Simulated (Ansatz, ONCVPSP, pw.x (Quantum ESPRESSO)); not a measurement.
Ge: one change to the ONCV potential, in the atom and in the fcc crystal

ONCVPSP 4.0.1 input, shortened (lines: element, Z, core and valence counts, functional; n l f; lmax; l rc ep ncon nbas qcut; lloc lpopt rc5 dvloc0; l nproj debl; icmod fcfact rcfact), PBE, scalar-relativistic:

```
  Ge 32.00    6    2        4      upf
    1    0    2.00
    2    0    2.00
    2    1    6.00
    3    0    2.00
    3    1    6.00
    3    2   10.00
    4    0    2.00
    4    1    1.00
    2
    0    1.75    0.00    3    6    3.70
    1    2.30    0.00    4    8    3.90
    2    2.25    0.41    4    7    3.90
    4    5    1.10    4.00
    0    2    2.40
    1    1    3.80
    2    1    0.70
    0    0.00    0.00
```

Change: all radii scaled by about 0.84 (s 1.48, p 1.94, d 1.90 bohr); local potential polynomial inside 0.94 bohr (lpopt 5, dvloc0 4 Ha).

Cutoffs, loose and tight: the cutoffs (Ha) at which the residual kinetic energy of the hardest occupied pseudo-wave falls to 1 and 0.1 mHa per electron. They do not see the model core or the augmentation charge, which bear on the density cutoff. Test errors are all-electron minus pseudo excitation energies from the reference, over the configurations 4s2 4p2; 4s2 4p0; 4s1 4p0; 4s1 4p3; variants that change the core or the reference have their own tests.

Crystal test: fcc Ge in pw.x 7.5, no spin, 13³ k-points, Fermi–Dirac smearing 0.01 Ry, cutoffs set for each file from its atomic test. The reference is all-electron LAPW (Ansatz 0.2.0) with the same functional, mesh and smearing; V0 and B0 come from Birch–Murnaghan fits to the pressures at five volumes. Errors are pseudo minus all-electron; Δ is the rms difference of the E(V) curves that follow from these fits, minima aligned, over ±6 % about the mean V0. Mesh and smearing are coarse, so the numbers serve the comparison and aren't converged zero-temperature values; the lattice is a test structure that the element need not adopt.

All-electron: a0 = 4.278 Å (V0 = 19.58 Å³/atom), B0 = 60.8 GPa.

Task: Does the change bring the crystal closer to the all-electron result?

Result: The mean pressure error goes from -3.44 to -3.83 GPa, so the change moves the solid further from the all-electron pressures. Neither pressure curve crosses zero within the volumes sampled, so no fits are given.

| quantity | base | changed |
| --- | --- | --- |
| outcome (atom) | generated | generated |
| cutoff, loose (atom) | 11 Ha | 14 Ha |
| cutoff, tight (atom) | 29 Ha | 34 Ha |
| bound ghosts (atom) | none | none |
| largest test error (meV) (atom) | +99 | +115 |
| cutoffs in pw.x (Ry) | 70/280 | 80/320 |
| mean pressure error (GPa) | -3.44 | -3.83 |

Base: This is a poor potential for the solid. Changed file: This is a poor potential for the solid. The generator flags a localised state at positive energy (s at 33 eV).
